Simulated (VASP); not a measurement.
Wanted: the native input for a VASP 6.6.1 run.

| Quantity | Value |
| --- | --- |
| Task | relaxation of cell and atoms |
| Functional | PBE |
| Potentials or basis | VASP PAW PBE potentials, release 64 (Ti, S) |
| Cutoff | 300 eV |
| k mesh | 6 × 6 × 4 |
| Occupations | methfessel-paxton, width 0.1 eV |
| Spin | no spin polarisation |
| Further INCAR settings | ALGO = Normal; EDIFF = 1e-06; IBRION = 2; EDIFFG = -0.01; NSW = 90; ISIF = 3 |

The structure of TiS2 lies in POSCAR:

```
TiS2
1.0
    3.4120000000      0.0000000000      0.0000000000
   -1.7060000000      2.9548786777      0.0000000000
    0.0000000000      0.0000000000      5.6950000000
Ti S
1 2
Direct
    0.0000000000      0.0000000000      0.0000000000
    0.3333333333      0.6666666667      0.2500000000
    0.6666666667      0.3333333333      0.7500000000
```

One way to write it, as run:

INCAR

```
PREC = Accurate
ENCUT = 300
EDIFF = 1E-6
ISMEAR = 1
SIGMA = 0.1
LREAL = False
LASPH = True
NELM = 80
ALGO = Normal
ISIF = 3
LWAVE = False
LCHARG = False
GGA = PE
IBRION = 2
NSW = 90
EDIFFG = -0.01
```

KPOINTS

```
regular mesh
0
Gamma
  6 6 4
```

Potentials or basis: VASP PAW PBE potentials, release 64 (Ti, S).

Run with:

```sh
$ cat potpaw_PBE.64/Ti/POTCAR potpaw_PBE.64/S/POTCAR > POTCAR
$ mpirun -np 1 vasp_std > vasp.out
```

Results of the run:

| Quantity | Value |
| --- | --- |
| Relaxed volume | 20.10 Å³/atom |
| Relaxed cell | a = 3.388 Å, b = 3.388 Å, c = 6.065 Å, α = 90.00°, β = 90.00°, γ = 120.00° |
| Space group after relaxing (to 0.05 Å) | P-3m1 (No. 164) |
| Energy gained by relaxing | 6.6 meV/atom |
| Ionic steps | 29 |
| Pressure after relaxing | 0.0 GPa |
| Largest force after relaxing | 0.005 eV/Å |
| Band gap on the k mesh | none (metal or under the smearing width) |

Caveat: the cutoff is under 1.25 times the usual one of these potentials, so pressure, stress and relaxed cells hold a basis-set (Pulay) error; this functional lacks dispersion, which binds the layers, so the pressure and a relaxed spacing across them are unreliable.

It took 2.5 min on 1 thread of AMD EPYC 7R43 64-Core Processor (Zen 3) (shared host), peak memory 0.11 GiB.
